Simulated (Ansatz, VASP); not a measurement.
Two plane-wave programs on Ti

```
Ti
1.0
     0.00000    2.03000    2.03000
     2.03000    0.00000    2.03000
     2.03000    2.03000    0.00000
Ti
1
Direct
  0.00000 0.00000 0.00000
```

Alike in both runs: task single point; functional PBE; k mesh 6 × 6 × 6; occupations gaussian, width 0.1 eV; no spin polarisation; Hubbard terms Ti d U = 1.4 eV.

|  | VASP | Ansatz |
| --- | --- | --- |
| version | VASP 6.6.1 | Ansatz 0.2.0 |
| potentials or method | VASP PAW PBE potentials, release 64 (Ti_sv) | scalar-relativistic, plane waves, PAW |
| plane-wave cutoff (eV) | 520 | 420 |
| valence electrons in the cell | 12 | 12 |

```tsv
	VASP	Ansatz	Ansatz less VASP
gap on the k mesh at the Fermi level (eV)	none	none	-
pressure (GPa)	8.5	7.5	-0.99
```

The programs project onto different local orbitals, so the same U acts differently. A gap of «none» marks a metal or a gap that the smearing closes. Ansatz warned: «filled_band_counts_differ_across_k_points».

Caveats: the k mesh is coarse (spacing up to 0.45 Å⁻¹), so the values aren't converged; U without spin polarisation on a metal has little footing; the U is typed as a test and isn't derived for this compound.
